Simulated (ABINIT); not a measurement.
Runs of ABINIT 10.8.3 (patched build) on NaF (Villiaumite). Symmetry: Fm-3m, No. 225, cubic system. The conventional cell has a = 4.640 Å, b = 4.640 Å, c = 4.640 Å, α = 90.00°, β = 90.00°, γ = 90.00°. Na (site symmetry m-3m) has 6 F at 2.32 Å as nearest neighbours. Around F (site symmetry m-3m) lie 6 Na at 2.32 Å. 

| level | dispersion computed by | V0 of scaled cells (Å³/atom) | B0 (GPa) |
| --- | --- | --- | --- |
| PBE+D4 | dftd4 4.3.1 | 12.80 | (b) |
| PBE+D3(BJ) | simple-dftd3 1.7.0 | 12.40 | 50 |
| PBE | - | 12.99 | (a) |
| PBE+D3 | simple-dftd3 1.7.0 | 12.48 | 45 |

Alike in all rows: task equation of state; potentials or basis Ansatz PAW PBE default generated set, frozen core; no spin polarisation; cell as given; k mesh 10 × 10 × 10; cutoff (eV) 435; smearing fermi-dirac 0.05 eV.

Estimate the missing entries.

(a) 44; (b) 46.

Caveats: pressures at fixed basis lie under the slope of the energies.
